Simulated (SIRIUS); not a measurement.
Input of a SIRIUS 7.12.0 run:

Contents of sirius.json:

```json
{
  "control": {
    "processing_unit": "cpu",
    "verbosity": 2,
    "num_bands_to_print": 27,
    "print_forces": true,
    "print_stress": true
  },
  "parameters": {
    "electronic_structure_method": "pseudopotential",
    "xc_functionals": ["XC_GGA_X_APBE", "XC_GGA_C_APBE"],
    "gk_cutoff": 9.0,
    "pw_cutoff": 18.0,
    "ngridk": [6, 6, 6],
    "shiftk": [0, 0, 0],
    "smearing": "fermi_dirac",
    "smearing_width": 0.0018374661,
    "num_bands": 27,
    "num_mag_dims": 0,
    "num_dft_iter": 100,
    "energy_tol": 1e-08,
    "density_tol": 1e-06
  },
  "iterative_solver": {
    "type": "davidson",
    "min_tolerance": 1e-10
  },
  "mixer": {
    "type": "anderson",
    "beta": 0.7,
    "max_history": 8
  },
  "settings": {
    "tol_ne": 1e-10,
    "pseudo_grid_cutoff": 6.5
  },
  "unit_cell": {
    "lattice_vectors": [
      [0.0, 0.707106781187, 0.707106781187],
      [0.707106781187, 0.0, 0.707106781187],
      [0.707106781187, 0.707106781187, 0.0]
    ],
    "lattice_vectors_scale": 8.5906751133,
    "atom_coordinate_units": "lattice",
    "atom_types": ["Hg", "Te"],
    "atom_files": {
      "Te": "Te.json",
      "Hg": "Hg.json"
    },
    "atoms": {
      "Hg": [
        [0.0, 0.0, 0.0]
      ],
      "Te": [
        [0.75, 0.75, 0.75]
      ]
    }
  }
}
```

Potentials or basis: PseudoDojo 0.4.1 PBE standard (scalar relativistic).

Launch:

```bash
$ upf_to_json Te.upf
$ upf_to_json Hg.upf
$ OMP_NUM_THREADS=1 sirius.scf --input=sirius.json --output=out.json --task=0
```

Q: What does it give for the pressure?

A: 5.6 GPa.

Q: Predict the band gap on the k mesh.

A: 0.00 eV.

Caveat: the potentials were made for another functional, which shifts forces and pressure; spin-orbit coupling is left out, which moves the levels of the heavy elements. A k mesh can miss the band edges.
